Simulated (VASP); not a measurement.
# Au (Fm-3m) in VASP: notebook, part 2 of 2

VASP 6.6.1. The steps go on from the part before.

## (5) Relaxation of cell and atoms, LDA

This run uses another cell than the first one, of 16.64 Å³/atom, 0.987 times its volume.

INCAR reads:

```
PREC     = Accurate       # precision mode
ENCUT    = 600            # plane-wave cutoff, eV
EDIFF    = 1E-7           # SCF threshold, eV
ISMEAR   = 1              # smearing method
SIGMA    = 0.1            # smearing width, eV
LREAL    = False          # projectors in reciprocal space
LASPH    = True           # aspherical terms in the spheres
NELM     = 80             # most SCF steps
ALGO     = Normal         # electronic algorithm
ISIF     = 3              # what is computed and relaxed
LWAVE    = False          # write WAVECAR
LCHARG   = False          # write CHGCAR
IBRION   = 2              # ionic algorithm
NSW      = 90             # ionic steps
EDIFFG   = -0.005         # ionic threshold
```

KPOINTS reads:

```
regular mesh
0
Gamma
  16 16 16
```

POSCAR reads:

```
Au                                      
1.0
    0.0000000000      2.0262129826      2.0262129826
    2.0262129826      0.0000000000      2.0262129826
    2.0262129826      2.0262129826      0.0000000000
  Au            
     1
Direct
     0.0000000000000000    0.0000000000000000    0.0000000000000000
```

Potentials or basis: VASP PAW LDA potentials, release 64 (Au).

Launch:

```bash
$ cat potpaw_LDA.64/Au/POTCAR > POTCAR
$ mpirun -np 1 vasp_std > vasp.out
```

OUTCAR:

```text
PREC = Accurate
   ENCUT = 600
   EDIFF = 1E-7
   ISMEAR = 1
   LREAL = False
   LASPH = True
   NELM = 80
   ISIF = 3
   IBRION = 2
   NSW = 90
   EDIFFG = -0.005

 ion  position               nearest neighbor table
   1  0.000  0.000  0.000-

  LATTYP: Found a face centered cubic cell.
 ALAT       =     4.0524259652

  Lattice vectors:

 A1 = (   0.0000000000,   2.0262129826,   2.0262129826)
 A2 = (   2.0262129826,   0.0000000000,   2.0262129826)
 A3 = (   2.0262129826,   2.0262129826,   0.0000000000)

Analysis of symmetry for initial positions (statically):
=====================================================================
 Subroutine PRICEL returns:
 Original cell was already a primitive cell.

 Routine SETGRP: Setting up the symmetry group for a
 face centered cubic supercell.

 Subroutine GETGRP returns: Found 48 space group operations
 (whereof 48 operations were pure point group operations)
 out of a pool of 48 trial point group operations.

The static configuration has the point symmetry O_h .

[... 164 lines left out ...]
 fundamental gap:      0.1174405689
 Fermi energy:         9.6721986372

 k-point     1 :       0.0000    0.0000    0.0000
  band No.  band energies     occupation
      1      -0.4745      2.00000
      2       4.8551      2.00000
      3       4.8551      2.00000
      4       4.8551      2.00000
      5       6.4604      2.00000
      6       6.4604      2.00000
      7      24.1467      0.00000
      8      28.2404      0.00000
      9      28.2404      0.00000
[... 265 lines left out ...]
 k-point    24 :      -0.0625    0.0625    0.0000
  band No.  band energies     occupation
      1      -0.1065      2.00000
      2       4.7166      2.00000
      3       4.9723      2.00000
      4       5.0086      2.00000
      5       6.3277      2.00000
      6       6.4864      2.00000
      7      24.5800      0.00000
      8      26.5585      0.00000
      9      28.0581      0.00000

 [... further k-points ...]

------------------------ aborting loop because EDIFF is reached ----------------------------------------

  FORCE on cell =-STRESS in cart. coord.  units (eV):
  Direction    XX          YY          ZZ          XY          YZ          ZX
  --------------------------------------------------------------------------------------
  -------------------------------------------------------------------------------------
  Total       -0.0027050     -0.0027050     -0.0027050      0.0000000      0.0000000      0.0000000
  in kB       -0.2604875     -0.2604875     -0.2604875      0.0000000      0.0000000      0.0000000
  external PRESSURE =      -0.2604875 kB  Pullay stress =       0.0000000 kB

 VOLUME and BASIS-vectors are now :
 -----------------------------------------------------------------------------
  energy-cutoff  :      600.00
  volume of cell :       16.64
      direct lattice vectors                 reciprocal lattice vectors
     0.000000000  2.026212983  2.026212983    -0.246765767  0.246765767  0.246765767
     2.026212983  0.000000000  2.026212983     0.246765767 -0.246765767  0.246765767
     2.026212983  2.026212983  0.000000000     0.246765767  0.246765767 -0.246765767

 POSITION                                       TOTAL-FORCE (eV/Angst)
 -----------------------------------------------------------------------------------
      0.00000      0.00000      0.00000        -0.000000      0.000000      0.000000
 -----------------------------------------------------------------------------------
    total drift:                               -0.000000      0.000000     -0.000000

  FREE ENERGIE OF THE ION-ELECTRON SYSTEM (eV)
  ---------------------------------------------------
  free  energy   TOTEN  =        -4.4448017058 eV

  energy  without entropy=       -4.4446457305  energy(sigma->0) =       -4.44474971

 reached required accuracy - stopping structural energy minimisation
```

CONTCAR:

```text
Au
   1.00000000000000
     0.0000000000000000    2.0262129826000002    2.0262129826000002
     2.0262129826000002    0.0000000000000000    2.0262129826000002
     2.0262129826000002    2.0262129826000002    0.0000000000000000
  Au
     1
Direct
     0.0000000000000000    0.0000000000000000    0.0000000000000000

  0.00000000E+00  0.00000000E+00  0.00000000E+00
```

It took 13 s on 1 thread of AMD EPYC 9R45 (Zen 5), shared host; peak memory 0.12 GiB.

What came out:

* Free energy: -4.4448 eV
* Pressure after relaxing: 0.0 GPa
* Band gap on the k mesh: none (metal or under the smearing width)

Final structure:
```cif
data_structure
_symmetry_space_group_name_H-M 'P 1'
_symmetry_Int_Tables_number 1
_cell_length_a 2.8655
_cell_length_b 2.8655
_cell_length_c 2.8655
_cell_angle_alpha 60.000
_cell_angle_beta 60.000
_cell_angle_gamma 60.000
_cell_volume 16.64
loop_
_atom_site_label
_atom_site_type_symbol
_atom_site_fract_x
_atom_site_fract_y
_atom_site_fract_z
_atom_site_occupancy
Au1 Au 0.00000 0.00000 0.00000 1
```

Caveat: the relaxation stopped at its first step, so nothing moved. Spin-orbit coupling is left out, which matters for the levels of Au.

## (6) Relaxation of the atoms, LDA (a relaxed cell with its volume scaled by 0.94)

Changes to INCAR since step 5:

```diff
@@ -9,3 +9,3 @@
 ALGO     = Normal         # electronic algorithm
-ISIF     = 3              # what is computed and relaxed
+ISIF     = 2              # what is computed and relaxed
 LWAVE    = False          # write WAVECAR
@@ -13,3 +13,3 @@
 IBRION   = 2              # ionic algorithm
-NSW      = 90             # ionic steps
-EDIFFG   = -0.005         # ionic threshold
+NSW      = 40             # ionic steps
+EDIFFG   = -0.01          # ionic threshold
```

KPOINTS is that of step 5.

POSCAR reads:

```
Au                                      
1.0
    0.0000000000      1.9848500911      1.9848500911
    1.9848500911      0.0000000000      1.9848500911
    1.9848500911      1.9848500911      0.0000000000
  Au            
     1
Direct
     0.0000000000000000    0.0000000000000000    0.0000000000000000
```

Potentials or basis: VASP PAW LDA potentials, release 64 (Au).

Launch:

```bash
$ cat potpaw_LDA.64/Au/POTCAR > POTCAR
$ mpirun -np 1 vasp_std > vasp.out
```

Run time: 12 s. Hardware: 1 thread of AMD EPYC 9R45 (Zen 5), shared host; peak memory 0.12 GiB.

It converged, with:

| Item | Value |
| --- | --- |
| Free energy | -4.4031 eV |
| Pressure after relaxing | 14.3 GPa |
| Band gap on the k mesh | none (metal or under the smearing width) |

Final structure:
```
Au
1.0
     0.00000    1.98485    1.98485
     1.98485    0.00000    1.98485
     1.98485    1.98485    0.00000
Au
1
Cartesian
  0.0000 0.0000 0.0000
```

Levels at points of the mesh, in eV from the Fermi level:
| k point | band 4 | band 5 | band 6 | band 7 | band 8 | band 9 |
| --- | --- | --- | --- | --- | --- | --- |
| (0.00, 0.00, 0.00) | -5.23 | -3.44 | -3.44 | 14.30 | 18.75 | 18.75 |
| (0.50, 0.00, 0.00) | -2.04 | -2.04 | -1.44 | 3.52 | 13.77 | 17.62 |
| (0.50, 0.50, 0.00) | -1.66 | -1.66 | 0.69 | 6.46 | 10.13 | 10.13 |

Caveat: the relaxation stopped at its first step, so nothing moved.

## (7) The runs side by side

| task | level | potentials or basis | cell | gap on the mesh (eV) | pressure (GPa) |
| --- | --- | --- | --- | --- | --- |
| relaxation of cell and atoms | PBE | VASP PAW PBE potentials, release 64 (Au) | relaxed | none | 0.0 |
| relaxation of cell and atoms | LDA | VASP PAW LDA potentials, release 64 (Au) | relaxed | none | 0.0 |
| relaxation of the atoms | LDA | VASP PAW LDA potentials, release 64 (Au) | atoms relaxed from: a relaxed cell with its volume scaled by 0.94 | none | 14.3 |

Alike in all rows: no spin polarisation; k mesh 16 × 16 × 16; cutoff (eV) 600; smearing methfessel-paxton 0.1 eV.

Caveats: the relaxation stopped at its first step, so nothing moved.

Absolute energies hang on the potentials; compare differences alone.
